**Valleys of a single Bi₂Te₃ layer**

The simplest sketch of a semiconductor has two round parabolas facing each other at Gamma, the centre of the Brillouin zone. Electrons collect at the bottom of the upper one, holes at the top of the lower one, and one mass describes each kind of carrier. For a layer of Bi₂Te₃ five atomic planes thick, the sketch holds for the electrons only. The holes start away from Gamma, in many valleys that are long and heavy.

Scalar-relativistic PBE calculation without spin polarization for a single Bi₂Te₃ layer in the given geometry (Ansatz 0.2.0, plane waves and PAW). Cutoff 420 eV, Gaussian smearing 0.05 eV, k mesh 18×18×1 for the density and 54×54×1 for levels and slopes. Each valley's distance is taken from the edge of its own band; hole masses are positive.

| row | valley distance from edge (eV) | valley edge | valley place | valley count | valley bands meeting | valley lightest mass (m_e) | valley heaviest mass (m_e) |
| --- | --- | --- | --- | --- | --- | --- | --- |
| 1 | 0.000 | valence | n/a | 12 | 1 | 0.340 | 2.892 |
| 2 | 0.022 | valence | K-Gamma line | 12 | 1 | 0.277 | 4.168 |
| 3 | 0.000 | conduction | Gamma | 1 | 1 | 0.094 | 0.094 |
| 4 | 0.234 | conduction | Gamma-M line | 6 | 1 | 0.096 | 1.666 |
| 5 | 0.535 | conduction | M | 3 | 1 | 0.126 | 1.521 |
| 6 | 0.791 | conduction | n/a | 12 | 1 | 0.193 | 1.411 |

A valley is a local minimum of the conduction band or a local maximum of the valence band. Its distance from the edge says how far it lies from the best place for its carrier, and its count says how many equivalent copies the zone holds. The lightest and heaviest masses, in units of the free-electron mass, describe motion along the two principal directions in the plane. The calculation uses an unrelaxed geometry and the PBE functional, whose gaps are too small, which tends to make the masses too light. It leaves out spin-orbit coupling, which is strong in the p shells of bismuth and tellurium, so what follows explains the valleys of this calculation and not yet those of the real layer.

**What the place of a valley decides**

Row 3, the conduction minimum at Gamma, has the same mass in every direction. A turn by 120° leaves both the crystal and Gamma unchanged, and no ellipse survives such a turn unless it is a circle. Since only one band meets there, the valley has to be round. Symmetry fixes the shape, but it does not say that the mass must be as small as 0.094.

Row 4 lies on the line from Gamma to M, where the threefold turn no longer protects the shape. It carries the valley to another place and so makes copies of it. What remains is a mirror line, which allows an ellipse but holds its axes along and across the line. The ellipse is a long one: the mass along the line is about 17 times the mass across it.

The counts follow from the same reasoning. Twelve symmetry operations act in the plane, and the number of copies is twelve divided by the number of operations that leave the point where it is. This gives one copy at Gamma, six on a symmetry line and twelve at a general point, which the table marks n/a. M has only three, because a point M and its opposite are the same point of the zone.

Row 2 breaks the rule, for it is listed with twelve copies although it lies on the line from K to Gamma. The located maximum sits a hair's breadth beside the line, so each valley has most likely been counted twice. Six is the number to use.

**What the neighbouring levels decide**

The masses come from the way bands push on each other. When an electron's wave vector moves away from a band minimum, its state mixes with other states at the same wave vector. Levels below push it up, which makes the band steeper and the electron lighter; levels above push it down and make it heavier. Each push is a coupling strength divided by the energy distance. This is k·p theory, and for a conduction valley it reads

1/m = 1 + (pushes from below) − (pushes from above),

with m in free-electron masses.

At Gamma, symmetry lets a single level mix, for motion in the plane, only with pairs of equal energy. The partners must also differ in parity, which the output does not list. The highest valence level there is a pair, 1.311 eV below the conduction minimum, and I assume that it is the main partner. At M the gap straight down to the highest valence level is wider, 2.064 eV. If that level is the partner at M, and the coupling is equally strong at both points, the light mass at M follows from the one at Gamma:

- At Gamma, 1/0.094 = 10.64, so the net push is 10.64 − 1 = 9.64.
- At M the push shrinks with the wider gap: 9.64 × 1.311/2.064 = 6.12.
- The light mass at M is then 1/(1 + 6.12) = 0.140.

The table has 0.126 in row 5, so the estimate is 11% too heavy. The mass at Gamma and the two gaps served as input, and nothing was fitted. Measured against the change from Gamma to M, the miss is larger: the estimate rises by 0.046, the table by only 0.032. One such case doesn't prove which levels are the partners. At M, motion across the mirror line needs a partner of opposite sign under the mirror, and this may well be the second valence level, 0.108 eV lower, which would make the estimate heavier still. Either way, the wider gap is a large enough effect to explain the heavier mass at M. For rows 4 and 6 the direct gaps are not listed, so their light masses remain untested.

The heavy masses point to the opposite push. In all three side valleys of the conduction band the heaviest mass exceeds 1, the mass of a free electron. By the formula, the levels above must then outweigh those below in that direction. The excess is small, though: at M the net push is about −0.3 along the valley, against about +7 across it. On a mirror line the two directions mix the state with different levels, those of the same mirror sign for motion along the line and those of opposite sign for motion across it. The strong partner of the light direction is therefore expected to be missing in the heavy one. A valley becomes long when the push from below acts strongly across it and is absent or cancelled along it.

**Why there is a second minimum close to Gamma**

Row 4 lies only a short way out from Gamma, which invites the thought that it is merely the flank of the Gamma valley. Continued to that place, the Gamma parabola would reach 0.66 eV above the edge. A curve that bends over as two coupled levels do would still reach 0.48 eV, yet the table has 0.234 eV. Moreover, both curves keep rising and can't form a new minimum.

Something must therefore press the band down from above. The second conduction band is a likely candidate: it lies 0.571 eV above the first at Gamma, and elsewhere in the zone it drops below its Gamma level. At M it lies higher again, so any fall in that direction must be made up before M. Its level at Gamma is a pair, which splits along the line into one member even and one odd under the mirror, so one member shares the symmetry of the first band. If that member falls close to Gamma while the first band rises, the two avoid each other and the lower one is bent into a trough. I infer this from the order of the levels and have not followed the bands along the line.

The directions of the axes fit the picture of troughs that run outward like spokes. In rows 4 and 5 the heavy axis points straight along the ray from Gamma. Row 6 is a useful test, because at a general point symmetry would allow any direction. Its heavy axis still lies within 8° of the ray.

**Why the holes are different**

At Gamma the valence band lies 0.297 eV below its own top, so its centre is a hollow. The level there is a pair, and for a given direction of motion the single conduction level at the minimum can push down at most one member of it. The other member is free to rise on the way out, as long as the free-electron rise and the push from deeper levels outweigh the push from the remaining conduction bands. Further out the balance tips and the band turns over. A hollow of this kind is ringed by a rim. Along the rim the distance from Gamma hardly changes, and the energy changes little with it, so a heavy hole mass in that direction is no surprise.

In row 2 the heavy axis lies almost exactly across the ray from Gamma, as on the rim of a crater: steep towards the centre, nearly level along the rim. Row 1, the valence edge itself, lies in almost the same direction from Gamma but nearly twice as far out, with its heavy axis at a slant. It is a second maximum behind the first, and the crater picture alone does not account for it. More than one band climbs away from Gamma: the second valence band reaches 0.23 eV above its Gamma level, and a single level lies only 0.15 eV below the pair. A crossing among these bands may shape the outer maximum, but I have not followed them. Only 0.022 eV separates the two rows. Spin-orbit coupling could easily reverse their order or move the top elsewhere. The gap is indirect in this calculation, but its kind in the real layer remains open.

**What number and shape do for the carriers**

In a layer, the states that a valley offers per unit of energy grow with the area of its ellipse, hence with the square root of the product of its two masses, times the number of copies. Averaged over all copies, the ease of motion follows the mean of the two inverse masses instead, and there the light direction dominates. In row 4 one copy counts as 0.40 for the states but only 0.18 for transport. Long valleys thus supply many states without making the carriers equally sluggish.

The six valleys of row 4 together offer about 26 times the states of the Gamma valley. They nevertheless stay almost empty at room temperature, because they lie nine thermal energies higher. At low filling only about 0.3% of the electrons sit outside Gamma. The electrons of this calculation are therefore light and have few states to fill.

For the holes, twelve separate parabolas give more than a hundred times the states of the Gamma valley. That figure holds only very close to the edge. Two copies of row 1 that face each other across the K-Gamma line are parted by a barrier of a few meV at most, by a rough estimate from the parabolas. This is well below the thermal energy of 26 meV, so at room temperature such copies merge in pairs, and holes reach the valleys of row 2 as well. The holes still have far more room than the electrons, but the count of twelve loses its meaning.

For thermoelectric coolers, where Bi₂Te₃ is in use, many states near the edge help to keep the thermovoltage high at a large carrier density. Whether the holes of this layer keep that advantage over the electrons has to be decided with spin-orbit coupling included. The printed output below holds the state counts, the axis directions and the estimate for M.

Numerical output:

```
Shape and state counting (masses in m_e):
  row  heavy over light  density mass of one copy  transport mass  copies by symmetry  density mass of all copies
    1             8.506                    0.9916          0.6085                  12                        11.9
    2             15.05                     1.074          0.5195                   6                       6.447
    3                 1                     0.094           0.094                   1                       0.094
    4             17.35                    0.3999          0.1815                   6                         2.4
    5             12.07                    0.4378          0.2327                   3                       1.313
    6             7.311                    0.5218          0.3396                  12                       6.262
Place and heavy axis (row 3 is round and has no axis):
  row  distance from Gamma in 1/A  degrees between heavy axis and ray from Gamma
    1                      0.3083                                          59.98
    2                      0.1675                                           89.3
    3                           0                                              0
    4                      0.1277                                              0
    5                      0.8271                                              0
    6                      0.6206                                          7.917
Height at the place of row 4 by the Gamma parabola (eV): 0.661
Height at the place of row 4 by a two-band hyperbola (eV): 0.483
Direct gap at Gamma (eV): 1.311
Direct gap at M (eV): 2.064
Light mass at M predicted from Gamma and the two gaps (m_e): 0.1404
Miss of that prediction (percent): 11.44
Second conduction band at Gamma above the first (eV): 0.571
Lowest point of the second conduction band below its Gamma level (eV): 0.144
State density of row 4 valleys over the Gamma valley (ratio): 25.53
Electrons outside the Gamma valley at 300 K and low filling (percent): 0.2983
Rough barrier between neighbouring copies of row 1 (meV): 2.79
Thermal energy at 300 K (meV): 25.85
```
